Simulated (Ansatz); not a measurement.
Ideal-gas functions of `N=C(N)O` at 600 K and 1 bar, from an Ansatz frequency run at PBE0-D4/def2-TZVP.

Molar mass 60.06 g/mol, point group C1 (symmetry number 1), electronic degeneracy 1, moments of inertia 45.766, 47.246, 92.725 u Å². Harmonic wavenumbers (cm⁻¹, unscaled): 307, 426, 494, 524, 563, 728, 755, 966, 1109, 1119, 1226, 1464, 1623, 1782, 3558, 3629, 3750, 3873.

Use S(trans) = R[1.5 ln M + 2.5 ln T − 1.1517]; rotational temperatures θ = 24.2544 K / I; S(rot) = R[ln(√π/σ · √(T³/θAθBθC)) + 1.5]; for each mode x = 1.438777 ν̃/T, S = R[x/(eˣ − 1) − ln(1 − e⁻ˣ)] and H = RT x/(eˣ − 1); 1 cm⁻¹ = 0.0119627 kJ/mol; R = 8.31446 J/(mol·K).

Task: By hand: the entropy, in J/(mol·K).

Result: Translation 174.5. Rotation: θ = 0.53, 0.5134, 0.2616 K, giving 108.0. Vibration, mode by mode: 11.05, 8.49, 7.38, 6.94, 6.42, 4.66, 4.43, 2.97, 2.27, 2.22, 1.82, 1.15, 0.85, 0.62, 0.02, 0.01, 0.01, 0.01, in all 61.3. Electronic 0.0. Sum 343.8 J/(mol·K).

Task: By hand: H − E and G − E in kJ/mol, counted from the electronic energy.

Result: Zero-point energy ½ × 27896 × 0.0119627 = 166.9; thermal vibration 22.6; translation, rotation and pV give 4 RT = 20.0. H − E = 209.5 kJ/mol, and G − E = 209.5 − 600 × 343.8/1000 = 3.2 kJ/mol.

Vibration gives 18 % of the entropy. The sum counts one conformer and one mirror image; others add a mixing term.
